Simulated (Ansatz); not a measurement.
Yb under changes of volume

One of the cells (41.281 Å³/atom); the others are scaled copies at fixed shape and fractional positions:

```
CELL_PARAMETERS angstrom
0.00000 2.74310 2.74310
2.74310 0.00000 2.74310
2.74310 2.74310 0.00000
ATOMIC_POSITIONS crystal
Yb 0.00000 0.00000 0.00000
```

| Quantity | Value |
| --- | --- |
| Program | Ansatz 0.2.0 |
| Functional | LDA |
| Potentials or basis | Ansatz PAW |
| Cutoff | 420 eV (not typed: the program's choice for these potentials) |
| k mesh | 8 × 8 × 8 |
| Occupations | fermi-dirac, width 0.05 eV |
| Spin | collinear spin, ferromagnetic start |
| Starting moments | [1.0] μB |

```tsv
volume (Å³/atom)	energy over the lowest point (meV/atom)	pressure (GPa)
38.805	0.00	-4.1
39.630	21.51	-4.2
40.456	43.74	-4.3
41.281	66.64	-4.5
42.107	90.04	-4.5
42.933	113.89	-4.6
43.758	?	?
```

**Question.** What does the run at 43.758 Å³/atom give?

**Answer.** Energy over the lowest point 138.13 meV/atom; pressure -4.7 GPa.

Worked out: A Birch-Murnaghan fit of order 3 (a polynomial in V^(-2/3)) to the other rows has no minimum within the range. It gives 138.06 meV/atom at 43.758 Å³/atom, against the run's 138.13, and -dE/dV = -4.7 GPa, against -4.7.

Energies are extrapolated to zero smearing.

Caveats: the PAW data sets come from PBE, with cores solved anew for the run's functional, which leaves a small shift of forces and pressure; the starting moments weren't kept.
